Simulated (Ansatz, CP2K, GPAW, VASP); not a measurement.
## Fitting the PBEsol energy curve of CsPbBr3

```
CELL_PARAMETERS angstrom
5.87000 0.00000 0.00000
0.00000 5.87000 0.00000
0.00000 0.00000 5.87000
ATOMIC_POSITIONS crystal
Pb 0.50000 0.50000 0.50000
Cs 0.00000 0.00000 0.00000
Br 0.50000 0.50000 0.00000
Br 0.50000 0.00000 0.50000
Br 0.00000 0.50000 0.50000
```

Measurements of this composition are mostly on another form, of space group No. 62.

The cell was scaled at fixed shape and fractions and run with CP2K, POTENTIAL_UZH Pb GTH-PBE-q4, Cs GTH-PBE-q9, Br GTH-PBE-q7; TZVP-MOLOPT-PBE-GTH basis; PBEsol, k mesh 5 × 5 × 5 on the cell of 5 atoms, fermi-dirac occupations of 0.05 eV, no spin polarisation, no spin-orbit coupling. The potentials were made for PBE. Energies are those that the program minimises, any entropy of the smearing included.

```csv
V (Å³/atom),energy over the lowest row (meV/atom)
38.0253,26.86
38.8343,16.04
39.6434,?
40.4524,3.16
41.2614,0.50
42.0705,0.00
42.8795,1.44
```

**Question.** Fit the third-order Birch-Murnaghan form, give V0, B0 and B′, and predict the energy left open.

**Answer.** With y = (V0/V)^(2/3), E = E0 + (9 V0 B0/16) [(y - 1)³ B′ + (y - 1)² (6 - 4y)]. Least squares through the rows shown give V0 = 41.8617 Å³/atom, E0 = -0.07 meV, B0 = 20.41 GPa (1 eV/Å³ = 160.218 GPa) and B′ = 4.74, with a largest miss of 0.01 meV. At V = 39.6434 the form with these constants gives 8.24 meV; the run gave 8.25 meV an atom. Other set-ups at this level, from all their volumes (Å³/atom, GPa): GPAW, PAW data sets generated for this functional: V0 40.316, B0 21.46; Ansatz, all-electron LAPW, scalar-relativistic: V0 40.384, B0 21.4; VASP, PBE PAW files Br, Cs_sv, Pb_d, 520 eV (made for PBE): V0 40.417, B0 21.38.
